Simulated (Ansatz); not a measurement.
ZnTe (zinc blende)

```xyz
2
Lattice="0.0000 3.0896 3.0896 3.0896 0.0000 3.0896 3.0896 3.0896 0.0000" Properties=species:S:1:pos:R:3 pbc="T T T"
Te     4.6344     4.6344     4.6344
Zn     0.0000     0.0000     0.0000
```

The slice is a {100} plane (indices of the conventional cell) through the point (0.750, 0.750, 0.750) (fractional), spanned by u = [100] and v = [0 1 -1] in vectors of this cell: u (4.37 Å) and v (4.37 Å, at 90° to u). It covers one period; positions are fractions (u, v).

Level of theory: PBE (plane waves to 420 eV, PAW, scalar-relativistic; Ansatz, an electronic-structure program). k mesh 9×9×9. Near the nuclei the fields are pseudised (PAW); where an atom keeps semicore shells as valence, they peak there. Spin-orbit coupling is left out, though Te is heavy. The PAW data are Ansatz's earlier set. ZnTe was relaxed with its symmetry unable to fall.

Question: Predict the map of the electrostatic potential energy of an electron, from the cell's mean on the slice.

Answer: 
```
|xxxxxxx015678888876510xxxxxx|
|xxxxxxx025778888877520xxxxxx|
|xxxxxx00367888888876300xxxxx|
|xxxxxx02567888888876520xxxxx|
|xxxxx0046788899988876400xxxx|
|xxx00035788999999988753000xx|
|0000245788999999999887542000|
|1123567889999999999988765321|
|5556678899999999999998876655|
|6677788999999999999999887776|
|7778889999999999999999988877|
|8888889999999999999999988888|
|8888899999999999999999998888|
|8888899999999999999999998888|
|8888899999999999999999998888|
|8888889999999999999999988888|
|7778889999999999999999988877|
|6677788999999999999999887776|
|5556678899999999999998876655|
|1123567889999999999988765321|
|0000245788999999999887542000|
|xxx00035788999999988753000xx|
|xxxxx0046788899988876400xxxx|
|xxxxxx02567888888876520xxxxx|
|xxxxxx00367888888876300xxxxx|
|xxxxxxx025778888877520xxxxxx|
|xxxxxxx015678888876510xxxxxx|
|xxxxxxx015678888876510xxxxxx|
```
Scale: ten equal steps from -2.00 (start of '0') to 6.77 (end of '9'), in the order '0123456789'. Values: electrostatic potential energy of an electron, from the cell's mean, in eV. The map has 28 points along u (one character each, u = 0 at the left) and 28 along v (v = 0 in the bottom row). Points within 1 Å of a nucleus are blanked (x), as the pseudised field means little there. Values under -2 eV are set to -2. The zero, the cell's mean, hangs on the PAW cores.
